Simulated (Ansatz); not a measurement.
Start of a relaxation, H put above a Mo atom that lies 1.4 Å under the outermost one (Mo, Im-3m (No. 229), (1 0 0) face):

```
CELL_PARAMETERS angstrom
3.12931 0.00000 0.00000
0.00000 3.12931 0.00000
0.00000 0.00000 25.25861
ATOMIC_POSITIONS crystal
Mo 0.50000 0.50000 0.33652
Mo 0.00000 0.00000 0.39846
Mo 0.50000 0.50000 0.45884
Mo 0.00000 0.00000 0.52318
Mo 0.50000 0.50000 0.57776
H 0.00000 0.00000 0.59677
```

Computed with DFT PBEsol, scalar-relativistic, plane waves, PAW in Ansatz 0.2.0. Cutoff 420 eV; k points 9×9×1 on the computed 6-atom cell (Γ-centred); Gaussian smearing, width 0.10 eV; no spin polarisation. A dipole correction removes the field between periodic images along c.

Atoms 1, 2 (counted from 1) are held. The cell is fixed. Force threshold 0.03 eV/Å.

```tsv
step	E − E_final (eV)	largest force (eV/Å)
1	0.034	0.935
2	0.013	0.543
3	0.000	0.055
4	0.000	0.019
```

**Question.** What is the final structure?

**Answer.**
```xyz
6
Lattice="3.1293 0.0000 0.0000 0.0000 3.1293 0.0000 0.0000 0.0000 25.2586" Properties=species:S:1:pos:R:3 pbc="T T T"
Mo    1.5647    1.5647    8.5000
Mo    0.0000    0.0000   10.0647
Mo    1.5647    1.5647   11.5847
Mo    0.0000    0.0000   13.1868
Mo    1.5647    1.5647   14.6236
H     0.0000    0.0000   15.1390
```

The end is the local minimum or symmetric point that this start leads to. The slab is only 6.3 Å thick, so the energy isn't converged with thickness.

Cost: 1 run of about 1.1 core-minutes, on Arm Neoverse V2 (shared hosts).